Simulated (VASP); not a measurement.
## A VASP 6.6.1 single-point calculation on Si

INCAR

```
ISMEAR = -1
IBRION = -1
NELM = 120
NBANDS = 11
ENCUT = 520
NSW = 0
GGA = PE
ISIF = 2
LASPH = .TRUE.
ADDGRID = .TRUE.
LWAVE = .FALSE.
PREC = Accurate
EDIFF = 1E-7
LREAL = .FALSE.
LCHARG = .FALSE.
SIGMA = 0.02
```

KPOINTS

```
KPOINTS created by Atomic Simulation Environment
0
Monkhorst-Pack
8 8 8
0 0 0
```

POSCAR

```
Si
 1.0000000000000000
     0.0000000000000000    2.7493400846000000    2.7022135923000001
     2.7493400846000000    0.0000000000000000    2.7022135923000001
     2.7493400846000000    2.7493400846000000    0.0000000000000000
 Si
   2
Cartesian
  0.0000000000000000  0.0000000000000000  0.0000000000000000
  1.3746700423000000  1.3746700423000000  1.3511067961500001
```

The recommended PBE PAW datasets give the neutral cell 8 valence electrons.

Command

```
mpirun -np 1 vasp_std
```

**Question.** Predict the outcome of this run.

**Answer.** It converged. Results: gap between bands v and c on the k mesh 0.71 eV; least direct gap on the k mesh 2.57 eV; pressure 0.1 GPa. Band v is the last that the valence electrons fill when counted band by band, and c is the next.

OSZICAR

```
N       E                     dE             d eps       ncg     rms          rms(c)
DAV:   1     0.642940245356E+01    0.64294E+01   -0.31938E+03  3168   0.562E+02
DAV:   2    -0.104757821588E+02   -0.16905E+02   -0.16103E+02  4182   0.844E+01
DAV:   3    -0.110119273890E+02   -0.53615E+00   -0.53460E+00  4023   0.126E+01
DAV:   4    -0.110159677881E+02   -0.40404E-02   -0.40397E-02  3826   0.139E+00
DAV:   5    -0.110160074016E+02   -0.39613E-04   -0.39613E-04  3999   0.127E-01    0.475E+00
DAV:   6    -0.108998190707E+02    0.11619E+00   -0.65224E-02  3634   0.105E+00    0.289E+00
DAV:   7    -0.108460110882E+02    0.53808E-01   -0.12775E-01  3633   0.158E+00    0.167E-01
DAV:   8    -0.108472804189E+02   -0.12693E-02   -0.57970E-03  3609   0.408E-01    0.791E-02
DAV:   9    -0.108474929170E+02   -0.21250E-03   -0.20677E-04  3972   0.872E-02    0.582E-02
DAV:  10    -0.108475171143E+02   -0.24197E-04   -0.20733E-05  3732   0.264E-02    0.509E-03
DAV:  11    -0.108475177909E+02   -0.67654E-06   -0.20735E-06  3951   0.745E-03    0.310E-03
DAV:  12    -0.108475179212E+02   -0.13033E-06   -0.43704E-07  3590   0.413E-03    0.188E-03
DAV:  13    -0.108475179657E+02   -0.44555E-07   -0.42845E-09  2325   0.446E-04
   1 F= -.10847518E+02 E0= -.10847518E+02  d E =-.168817E-09
```

The shifted mesh misses Γ, so a band edge there is missed.

For comparison, a separate PBE run of the intended cell, on usual settings and not on those above, gives a gap of 0.47 eV on its mesh and a pressure of 0.1 GPa.
